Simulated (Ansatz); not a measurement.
KBr (Fm-3m): G0W0 and the choice of datasets

```cif
data_structure
_symmetry_space_group_name_H-M 'P 1'
_symmetry_Int_Tables_number 1
_cell_length_a 4.6103
_cell_length_b 4.6103
_cell_length_c 4.6103
_cell_angle_alpha 60.000
_cell_angle_beta 60.000
_cell_angle_gamma 60.000
_cell_volume 69.29
loop_
_atom_site_label
_atom_site_type_symbol
_atom_site_fract_x
_atom_site_fract_y
_atom_site_fract_z
_atom_site_occupancy
K1 K 0.00000 0.00000 0.00000 1
Br1 Br 0.50000 0.50000 0.50000 1
```

Held fixed (Ansatz):

- orbitals: PBE
- k mesh: 4×4×4
- empty bands: 446
- response cutoff: 200 eV
- frequencies: contour deformation
- q → 0 term: analytic weight of Carrier, Rohra and Görling
- band sums: cut at the band count
- spin-orbit coupling: off

The gap is read direct at Γ, linearised, between the Kohn-Sham band edges among the points solved. The direct gap is read between the top filled and lowest empty Kohn-Sham band at Γ. ε∞ is the electronic dielectric constant on this mesh.

```json
{"datasets, wave cutoff": "all-electron, 3300 eV", "KS gap (eV)": "4.54", "G0W0 gap (eV)": "7.15", "direct at Γ (eV)": "7.15", "ε∞": "2.4"}
{"datasets, wave cutoff": "hard PAW, 700 eV", "KS gap (eV)": "4.54", "G0W0 gap (eV)": "7.16", "direct at Γ (eV)": "7.16", "ε∞": "2.4"}
{"datasets, wave cutoff": "hand-made PAW, accurate, 800 eV", "KS gap (eV)": "4.54", "G0W0 gap (eV)": "7.15", "direct at Γ (eV)": "7.15", "ε∞": "2.4"}
{"datasets, wave cutoff": "hand-made PAW, 680 eV", "KS gap (eV)": "4.54", "G0W0 gap (eV)": "7.15", "direct at Γ (eV)": "7.15", "ε∞": "2.4"}
{"datasets, wave cutoff": "JTH PAW, 700 eV", "KS gap (eV)": "4.53", "G0W0 gap (eV)": "7.12", "direct at Γ (eV)": "7.12", "ε∞": "2.4"}
{"datasets, wave cutoff": "soft PAW (1st gen.), 420 eV", "KS gap (eV)": "4.54", "G0W0 gap (eV)": "7.15", "direct at Γ (eV)": "7.15", "ε∞": "2.4"}
{"datasets, wave cutoff": "norm-conserving, 850 eV", "KS gap (eV)": "4.53", "G0W0 gap (eV)": "7.11", "direct at Γ (eV)": "7.11", "ε∞": "2.4"}
{"datasets, wave cutoff": "all-electron, no relativity, 3300 eV", "KS gap (eV)": "4.77", "G0W0 gap (eV)": "7.39", "direct at Γ (eV)": "7.39", "ε∞": "2.4"}
```

Farthest from all-electron, 3300 eV in the G0W0 gap: all-electron, no relativity, 3300 eV (+0.24 eV). The nearest differs by 0.001 eV.

The cell is a model at fixed atoms and needn't be the relaxed known crystal. Soft PAW datasets can miss an all-electron G0W0 gap by more than 5 %. With norm-conserving pseudopotentials the core–valence exchange is only approximate, which can shift gaps by tenths of an eV and RPA lattice constants by most of a per cent. The mesh is coarse, so these are values at the stated settings, not converged ones. Band sums or response are cut, so the gap isn't at its basis limit.
